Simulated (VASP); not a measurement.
# AlRu4 (P-43m) in VASP: reference runs

Reference runs on AlRu4: the cell as given.

All numbers are computed with VASP 6.6.1; they aren't measurements. Logs are shortened: lines on timing, memory, paths and dates and some standing lists are left out, and cuts for length are marked.

### Step 1. Starting point

The structure is cubic, space group P-43m (No. 215). Conventional cell: a = 4.393 Å, b = 4.393 Å, c = 4.393 Å, α = 90.00°, β = 90.00°, γ = 90.00°. Around Al (site symmetry -43m) lie 4 Ru at 1.86 Å. Ru (site symmetry 3m) is surrounded by 1 Al at 1.86 Å.

The cell was built by a generator and needn't be a form met in nature.

### Step 2. Single point, PBE

Input file INCAR:

```
SYSTEM = AlRu4
ALGO = Normal
EDIFF = 1E-7
ENCUT = 520
GGA = PE
ISIF = 2
ISMEAR = -1
LASPH = .TRUE.
LCHARG = .FALSE.
LREAL = .FALSE.
LWAVE = .FALSE.
NBANDS = 38
NELM = 100
PREC = Accurate
SIGMA = 0.05
```

Input file KPOINTS:

```
k-points
0
G
  6 6 6
  0 0 0
```

Input file POSCAR:

```
AlRu4
1.0
    4.3933923300      0.0000000000      0.0000000000
    0.0000000000      4.3933923300      0.0000000000
    0.0000000000      0.0000000000      4.3933923300
Al Ru
1 4
Direct
    0.0000000000      0.0000000000      0.0000000000
    0.2437810800      0.7562189200      0.7562189200
    0.7562189200      0.2437810800      0.7562189200
    0.7562189200      0.7562189200      0.2437810800
    0.2437810800      0.2437810800      0.2437810800
```

Potentials or basis: VASP PAW PBE potentials, release 64 (Al, Ru_pv).

Launch:

```sh
cat potpaw_PBE.64/Al/POTCAR potpaw_PBE.64/Ru_pv/POTCAR > POTCAR
mpirun -np 1 vasp_std > vasp.out
```

OUTCAR:

```text
SYSTEM = AlRu4
   EDIFF = 1E-7
   ENCUT = 520
   GGA = PE
   ISIF = 2
   ISMEAR = -1
   LASPH = .TRUE.
   LREAL = .FALSE.
   NELM = 100
   PREC = Accurate

 ion  position               nearest neighbor table
   1  0.000  0.000  0.000-   2 1.86   3 1.86   4 1.86   5 1.86
   2  0.244  0.756  0.756-   1 1.86   3 3.03   4 3.03   5 3.03   3 3.11   4 3.11   4 3.11   5 3.11
                             3 3.11   5 3.11   4 3.18   3 3.18   5 3.18
   3  0.756  0.244  0.756-   1 1.86   2 3.03   4 3.03   5 3.03   2 3.11   4 3.11   4 3.11   5 3.11
                             2 3.11   5 3.11   4 3.18   2 3.18   5 3.18
   4  0.756  0.756  0.244-   1 1.86   2 3.03   3 3.03   5 3.03   2 3.11   3 3.11   3 3.11   5 3.11
                             2 3.11   5 3.11   3 3.18   2 3.18   5 3.18
   5  0.244  0.244  0.244-   1 1.86   2 3.03   3 3.03   4 3.03   2 3.11   3 3.11   3 3.11   4 3.11
                             2 3.11   4 3.11   2 3.18   4 3.18   3 3.18

  LATTYP: Found a simple cubic cell.
 ALAT       =     4.3933923300

  Lattice vectors:

 A1 = (   4.3933923300,   0.0000000000,   0.0000000000)
 A2 = (   0.0000000000,   4.3933923300,   0.0000000000)
 A3 = (   0.0000000000,   0.0000000000,   4.3933923300)

Analysis of symmetry for initial positions (statically):
=====================================================================
 Subroutine PRICEL returns:
 Original cell was already a primitive cell.

 Routine SETGRP: Setting up the symmetry group for a
 simple cubic supercell.

 Subroutine GETGRP returns: Found 24 space group operations
 (whereof 24 operations were pure point group operations)
 out of a pool of 48 trial point group operations.

The static configuration has the point symmetry T_d .

Analysis of symmetry for dynamics (positions and initial velocities):
=====================================================================
 Subroutine PRICEL returns:
 Original cell was already a primitive cell.

 Routine SETGRP: Setting up the symmetry group for a
 simple cubic supercell.

 Subroutine GETGRP returns: Found 24 space group operations
 (whereof 24 operations were pure point group operations)
 out of a pool of 48 trial point group operations.

The dynamic configuration has the point symmetry T_d .

 Subroutine INISYM returns: Found 24 space group operations
 (whereof 24 operations are pure point group operations),
 and found     1 'primitive' translations

----------------------------------------------------------------------------------------

                                     Primitive cell

  volume of cell :      84.8008

  direct lattice vectors                    reciprocal lattice vectors
     4.393392330  0.000000000  0.000000000     0.227614546  0.000000000  0.000000000
     0.000000000  4.393392330  0.000000000     0.000000000  0.227614546  0.000000000
     0.000000000  0.000000000  4.393392330     0.000000000  0.000000000  0.227614546

  length of vectors
     4.393392330  4.393392330  4.393392330     0.227614546  0.227614546  0.227614546

  position of ions in fractional coordinates (direct lattice)
     0.000000000  0.000000000  0.000000000
     0.243781080  0.756218920  0.756218920
     0.756218920  0.243781080  0.756218920
     0.756218920  0.756218920  0.243781080
     0.243781080  0.243781080  0.243781080

  ion indices of the primitive-cell ions
   primitive index   ion index
                 1           1
                 2           2
                 3           3
                 4           4
                 5           5

----------------------------------------------------------------------------------------

 KPOINTS: k-points

Automatic generation of k-mesh.
 Grid dimensions read from file:
 generate k-points for:    6    6    6

 Generating k-lattice:

  Cartesian coordinates                     Fractional coordinates (reciprocal lattice)
     0.037935758  0.000000000  0.000000000     0.166666667  0.000000000  0.000000000
     0.000000000  0.037935758  0.000000000     0.000000000  0.166666667  0.000000000
     0.000000000  0.000000000  0.037935758     0.000000000  0.000000000  0.166666667

  Length of vectors
     0.037935758  0.037935758  0.037935758

  Shift w.r.t. Gamma in fractional coordinates (k-lattice)
     0.000000000  0.000000000  0.000000000

 Subroutine IBZKPT returns following result:
 ===========================================

 Found     20 irreducible k-points:

 Following reciprocal coordinates:
            Coordinates               Weight
  0.000000  0.000000  0.000000      1.000000
  0.166667  0.000000  0.000000      6.000000
  0.333333  0.000000  0.000000      6.000000
  0.500000  0.000000  0.000000      3.000000
  0.166667  0.166667  0.000000     12.000000
  0.333333  0.166667  0.000000     24.000000
[... 12 lines left out ...]
  0.500000  0.500000  0.333333      6.000000
  0.500000  0.500000  0.500000      1.000000
   k-points           NKPTS =     20   k-points in BZ     NKDIM =     20   number of bands    NBANDS=     38
   number of dos      NEDOS =    301   number of ions     NIONS =      5
   total plane-waves  NPLWV =  46656
   dimension x,y,z NGX =    36 NGY =   36 NGZ =   36
   dimension x,y,z NGXF=    72 NGYF=   72 NGZF=   72
   ions per type =               1   4
   NGX,Y,Z   is equivalent  to a cutoff of  13.62, 13.62, 13.62 a.u.
   NGXF,Y,Z  is equivalent  to a cutoff of  27.24, 27.24, 27.24 a.u.
 SYSTEM =  AlRu4
   PREC   = accura    normal or accurate (medium, high low for compatibility)
   ISTART =      0    job   : 0-new  1-cont  2-samecut
   ICHARG =      2    charge: 1-file 2-atom 10-const
   ISPIN  =      1    spin polarized calculation?
   LNONCOLLINEAR =      F non collinear calculations
   LSORBIT =      F    spin-orbit coupling
   LASPH  =      T    aspherical Exc in radial PAW
   ENCUT  =  520.0 eV  38.22 Ry    6.18 a.u.   8.17  8.17  8.17*2*pi/ulx,y,z
   NELM   =    100;   NELMIN=  2; NELMDL= -5     # of ELM steps
   EDIFF  = 0.1E-06   stopping-criterion for ELM
   LREAL  =      F    real-space projection
   EDIFFG = 0.1E-05   stopping-criterion for IOM
   NSW    =      0    number of steps for IOM
   IBRION =     -1    ionic relax: 0-MD 1-quasi-New 2-CG
   NFREE  =      0    steps in history (QN), initial steepest desc. (CG)
   ISIF   =      2    stress and relaxation
   ISYM   =      2    0-nonsym 1-usesym 2-fastsym
   POTIM  = 0.5000    time-step for ionic-motion
   TEBEG  =    0.0;   TEEND  =   0.0 temperature during run
   PSTRESS=    0.0 pullay stress
   NELECT =      59.0000    total number of electrons
   NUPDOWN=      -1.0000    fix difference up-down
   EMIN   =  10.00;   EMAX   =-10.00  energy-range for DOS
   EFERMI =   0.00;   METHOD = LEGACY
   ISMEAR =    -1;   SIGMA  =   0.05  broadening in eV -4-tet -1-fermi 0-gaus
   EFERMI_NEDOS =   21; number of points for ismear=-14 and -15
   IALGO  =     38    algorithm
   IMIX   =      4    mixing-type and parameters
     AMIX     =   0.40;   BMIX     =  1.00
     AMIX_MAG =   1.60;   BMIX_MAG =  1.00
  volume/ion in A,a.u.               =      16.96       114.45
  Fermi-wavevector in a.u.,A,eV,Ry     =   1.450637  2.741307 28.631402  2.104349
  Thomas-Fermi vector in A             =   2.568226
   LORBIT       =      0    0 simple, 1 ext, 2 COOP (PROOUT), +10 PAW based schemes
   GGA     = PE    functional components
   LHFCALC =     F    Hartree Fock is set to
   AEXX    =    0.0000 exact exchange contribution
   IVDW    =     0    specifies the selected vdW correction
   LEPSILON=     F    determine dielectric tensor
   LRPA    =     F    only Hartree local field effects (RPA)
 non-spin polarized calculation
  energy-cutoff  :      520.00
  volume of cell :       84.80
 maximum number of plane-waves:      2301
 NGX is ok and might be reduce to    36
   NGX = 17   NGY = 17   NGZ = 17

 number of electron      58.9999992 magnetization

 Free energy of the ion-electron system (eV)
  ---------------------------------------------------
  ext. energy  EPLUGINS =         0.00000000
  ---------------------------------------------------
  free energy    TOTEN  =       -24.05204008 eV

  energy without entropy =      -23.98996877  energy(sigma->0) =      -24.02100443

 E-fermi :   7.9619     XC(G=0): -11.9707

 val. band max:        7.9605962036   @ k =   0.3333   0.1667   0.0000
 cond. band min:       7.9664358478   @ k =   0.5000   0.3333   0.0000
 fundamental gap:      0.0058396442
 Fermi energy:         7.9618585656

 k-point     1 :       0.0000    0.0000    0.0000
  band No.  band energies     occupation
      1     -34.5048      2.00000
      2     -34.3208      2.00000
      3     -34.3208      2.00000
      4     -34.3208      2.00000
      5     -34.2136      2.00000
      6     -34.2136      2.00000
[... 30 lines left out ...]
     37      15.0733      0.00000
     38      15.0733      0.00000

 k-point     2 :       0.1667    0.0000    0.0000
  band No.  band energies     occupation
      1     -34.4947      2.00000
      2     -34.3306      2.00000
      3     -34.3201      2.00000
      4     -34.3201      2.00000
      5     -34.2048      2.00000
      6     -34.2012      2.00000
[... 30 lines left out ...]
     37      15.0050      0.00000
     38      15.0050      0.00000

 k-point     3 :       0.3333    0.0000    0.0000
  band No.  band energies     occupation
      1     -34.4698      2.00000
      2     -34.3552      2.00000
      3     -34.3188      2.00000
      4     -34.3188      2.00000
      5     -34.1815      2.00000
      6     -34.1671      2.00000
[... 30 lines left out ...]
     37      14.8060      0.00000
     38      14.8060      0.00000

 k-point     4 :       0.5000    0.0000    0.0000
  band No.  band energies     occupation
      1     -34.4518      2.00000
      2     -34.3730      2.00000
      3     -34.3181      2.00000
      4     -34.3181      2.00000
      5     -34.1604      2.00000
      6     -34.1260      2.00000
[... 30 lines left out ...]
     37      14.6998      0.00000
     38      14.6998      0.00000
[... 539 lines left out ...]
      4     -34.3297      2.00000
      5     -34.1696      2.00000
      6     -34.1668      2.00000
[... 30 lines left out ...]
     37      13.0368      0.00000
     38      13.1159      0.00000

 k-point    19 :       0.5000    0.5000    0.3333
  band No.  band energies     occupation
      1     -34.5053      2.00000
      2     -34.3455      2.00000
      3     -34.3343      2.00000
      4     -34.3343      2.00000
      5     -34.1706      2.00000
      6     -34.1706      2.00000
[... 30 lines left out ...]
     37      13.3061      0.00000
     38      13.5932      0.00000

 k-point    20 :       0.5000    0.5000    0.5000
  band No.  band energies     occupation
      1     -34.5166      2.00000
      2     -34.3398      2.00000
      3     -34.3398      2.00000
      4     -34.3398      2.00000
      5     -34.1736      2.00000
      6     -34.1736      2.00000
[... 30 lines left out ...]
     37      13.0496      0.00000
     38      13.0496      0.00000

------------------------ aborting loop because EDIFF is reached ----------------------------------------

  FORCE on cell =-STRESS in cart. coord.  units (eV):
  Direction    XX          YY          ZZ          XY          YZ          ZX
  --------------------------------------------------------------------------------------
  -------------------------------------------------------------------------------------
  Total       16.4776581     16.4776581     16.4776581      0.0000000     -0.0000000     -0.0000000
  in kB      311.3193446    311.3193446    311.3193446      0.0000000     -0.0000000     -0.0000000
  external PRESSURE =     311.3193446 kB  Pullay stress =       0.0000000 kB

 VOLUME and BASIS-vectors are now :
 -----------------------------------------------------------------------------
  energy-cutoff  :      520.00
  volume of cell :       84.80
      direct lattice vectors                 reciprocal lattice vectors
     4.393392330  0.000000000  0.000000000     0.227614546  0.000000000  0.000000000
     0.000000000  4.393392330  0.000000000     0.000000000  0.227614546  0.000000000
     0.000000000  0.000000000  4.393392330     0.000000000  0.000000000  0.227614546

 POSITION                                       TOTAL-FORCE (eV/Angst)
 -----------------------------------------------------------------------------------
      0.00000      0.00000      0.00000         0.000000      0.000000      0.000000
      1.07103      3.32237      3.32237         7.762287     -7.762287     -7.762287
      3.32237      1.07103      3.32237        -7.762287      7.762287     -7.762287
      3.32237      3.32237      1.07103        -7.762287     -7.762287      7.762287
      1.07103      1.07103      1.07103         7.762287      7.762287      7.762287
 -----------------------------------------------------------------------------------
    total drift:                               -0.000000     -0.000000     -0.000000

  FREE ENERGIE OF THE ION-ELECTRON SYSTEM (eV)
  ---------------------------------------------------
  free  energy   TOTEN  =       -24.0520400848 eV

  energy  without entropy=      -23.9899687721  energy(sigma->0) =      -24.02100443
```

Run time: 56 s. Hardware: 1 thread of Intel Xeon Platinum 8259CL at 2.50GHz (Skylake/Cascade Lake), shared host; peak memory 0.22 GiB.

Results:

| Property | Result |
| --- | --- |
| Free energy | -24.0520 eV |
| Pressure | 31.1 GPa |
| Largest force | 13.445 eV/Å |
| Band gap on the k mesh | none (metal or under the smearing width) |

Forces on the atoms (eV/Å):
```
Al   0.000  0.000  0.000
Ru   7.762 -7.762 -7.762
Ru  -7.762  7.762 -7.762
Ru  -7.762 -7.762  7.762
Ru   7.762  7.762  7.762
```

Caveat: a pressure of tens of GPa on the cell as given is suspect, and the run, the potentials or the cell itself is likely at fault; forces of over 1 eV/Å show positions far from the minimum, so gaps and moduli don't describe the material at rest.
